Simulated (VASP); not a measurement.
**H3C3NO2: single point with PBE+D3(BJ)**

The system is H3C3NO2.

```
CELL_PARAMETERS angstrom
7.44764 0.00000 0.00000
0.00000 7.44764 0.00000
0.00000 0.00000 7.44764
ATOMIC_POSITIONS crystal
C 0.76971 0.74520 0.67196
C 0.77241 0.94288 0.68152
C 0.49425 0.07825 0.30536
C 0.61049 0.97715 0.18768
C 0.96461 0.23210 0.32852
C 0.09293 0.37495 0.36608
C 0.20886 0.78182 0.60531
C 0.33079 0.22768 0.78385
C 0.69206 0.52739 0.10850
N 0.76207 0.09690 0.68559
N 0.71345 0.89719 0.10405
N 0.20415 0.48132 0.41369
H 0.81294 0.69873 0.54394
H 0.86820 0.68020 0.76525
H 0.62169 0.70836 0.67887
H 0.36789 0.99725 0.30686
H 0.55640 0.08446 0.43586
H 0.46815 0.20769 0.24561
H 0.01602 0.11394 0.38623
H 0.83700 0.24645 0.39940
H 0.94284 0.21506 0.18575
O 0.30827 0.72262 0.71160
O 0.11040 0.84709 0.50208
O 0.36214 0.09818 0.69535
O 0.28533 0.34326 0.87686
O 0.75868 0.48911 0.97243
O 0.61954 0.56549 0.24304
```

The cell was built by a generator and needn't be a form met in nature.

```
Program                : VASP 6.6.1
Task                   : single point
Functional             : PBE
Dispersion             : D3(BJ)
Potentials or basis    : VASP PAW PBE potentials, release 64 (C, N, H, O)
Cutoff                 : 520 eV
k mesh                 : 1 × 1 × 1
Occupations            : fermi-dirac, width 0.02 eV
Spin                   : no spin polarisation
Dipole correction      : no
Further INCAR settings : LREAL = Auto; ALGO = Fast; EDIFF = 1e-06; NBANDS = 67
```

```json
{
 "Pressure": "1.1 GPa",
 "Largest force": "3.639 eV/Å",
 "Band gap on the k mesh": "5.99 eV, direct",
 "Dispersion energy per atom": "-0.050 eV"
}
```

Forces on the atoms (eV/Å):
```
C   -0.780  0.667  0.606
C    0.258 -2.663 -0.090
C   -0.707 -1.428 -1.062
C   -0.161  0.700  0.616
C   -0.126  1.337 -0.182
C    2.007  2.061  1.349
C    0.560 -0.212  0.318
C    0.104 -2.843 -1.579
C   -0.651  0.459  0.646
N    0.021  1.803  0.063
N    0.813 -0.551 -0.865
N   -2.429 -2.401 -1.257
H    0.276  0.015 -1.292
H   -1.124  0.473 -0.001
H    1.266 -0.170  0.593
H    0.260  0.596  0.377
H    0.009  0.254  0.612
H   -0.184  0.686  0.079
H    0.786 -1.559  0.391
H   -0.118  0.564  0.039
H   -0.048 -0.085 -0.451
O    0.142 -0.227  0.329
O   -0.488  0.390 -0.617
O   -0.058  1.402  0.592
O   -0.177  1.659  1.116
O    0.624 -0.607 -0.799
O   -0.074 -0.316  0.467
```

Stress tensor (GPa, compression positive):
```
-0.44 -1.65 -1.32
-1.65  1.42 -0.25
-1.32 -0.25  2.31
```

Levels at points of the mesh, in eV from the valence-band top:
| k point | band 45 | band 46 | band 47 | band 48 | band 49 | band 50 | band 51 | band 52 |
| --- | --- | --- | --- | --- | --- | --- | --- | --- |
| (0.00, 0.00, 0.00) | -0.29 | -0.19 | -0.13 | 0.00 | 5.99 | 6.76 | 6.93 | 7.05 |

Run time: 40 s on 1 thread of Intel(R) Xeon(R) 6975P-C (Granite Rapids) (shared host), peak memory 0.42 GiB.

Caveat: the standard files for N, O and F lose accuracy on very short bonds.
